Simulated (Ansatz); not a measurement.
**Mn: energy and pressure over a range of volumes**

An exercise on one series of results from a longer session: the logs are not shown, and one member is left open.

The COD cell was measured well above room temperature, so it is larger than a cold one.

Computed with Ansatz 0.2.0 (DFT PBE, scalar-relativistic, unless a step's input says otherwise).

### Starting point

It takes space group Im-3m (No. 229, cubic). The conventional cell has a = 3.081 Å, b = 3.081 Å, c = 3.081 Å, α = 90.00°, β = 90.00°, γ = 90.00°. Around Mn (site symmetry m-3m) lie 8 Mn at 2.67 Å.

As a file:

```
Mn
1.0
    -1.54050    1.54050    1.54050
     1.54050   -1.54050    1.54050
     1.54050    1.54050   -1.54050
Mn
1
Cartesian
  0.0000 0.0000 0.0000
```

The cell comes from a crystallographic database entry that wasn't checked; take it as a given geometry, which may be far from equilibrium.

Set-up of the first run:

Contents of input.yaml:

```yaml
crystal:
  lattice:
    - [-1.5143847854, 1.5143847854, 1.5143847854]
    - [1.5143847854, -1.5143847854, 1.5143847854]
    - [1.5143847854, 1.5143847854, -1.5143847854]
  atoms:
    - { symbol: Mn, position: [0.0, 0.0, 0.0], spin: 4.0 }
magnetization:
  spin_polarized: true
kpoints:
  mp_grid: { grid: [19, 19, 19] }
scf:
  occupations: { method: fermi_dirac, width: 0.03 }
hamiltonian:
  xc: pbe
  pseudopotentials: { kind: all_electron, lapw: { basis_error: 0.001 } }
output:
  forces: true
  stress: true
  eigenvalues: true
```

Steps of the session up to this table: Volume × 0.95, LAPW; Volume × 0.95, PAW; Volume × 0.95, crystal datasets; Volume × 0.975, LAPW; Volume × 0.975, PAW; Volume × 1.025, LAPW; Volume × 1.025, PAW; Volume × 1.05, LAPW; Volume × 1.05, PAW; Volume × 1.05, crystal datasets.

One table of the session follows, with a row left open; its other results are not shown here.

It belongs to the step «The equation of state». 

| method | volume (Å³/atom) | pressure (GPa) | moment Mn (μB) |
| --- | --- | --- | --- |
| LAPW | 13.892 | -34.22 | 1.27 |
| LAPW | 14.258 | -35.47 | 1.32 |
| LAPW | 14.623 | -17.14 | 2.70 |
| LAPW | 14.989 | -4.12 | 3.43 |
| LAPW | 15.354 | -4.05 | 3.56 |
| PAW | 13.892 | ? | ? |
| PAW | 14.258 | -35.55 | 1.31 |
| PAW | 14.623 | -16.98 | 2.66 |
| PAW | 14.989 | -4.23 | 3.36 |
| PAW | 15.354 | -4.09 | 3.48 |
| crystal datasets | 13.892 | -34.21 | 1.27 |
| crystal datasets | 14.623 | -17.14 | 2.65 |
| crystal datasets | 15.354 | -4.05 | 3.48 |

Estimate the missing values for PAW, 13.892.

**Answer.** pressure (GPa): -34.27; moment Mn (μB): 1.26. In the column «pressure (GPa)» it lies between LAPW, 14.258 (-35.47) and LAPW, 13.892 (-34.22).

Limits of these values: Other magnetic orders may lie lower; this is the state that the run reached. Warnings in the runs' records: crystal datasets made, band levels unverified, printed levels off.
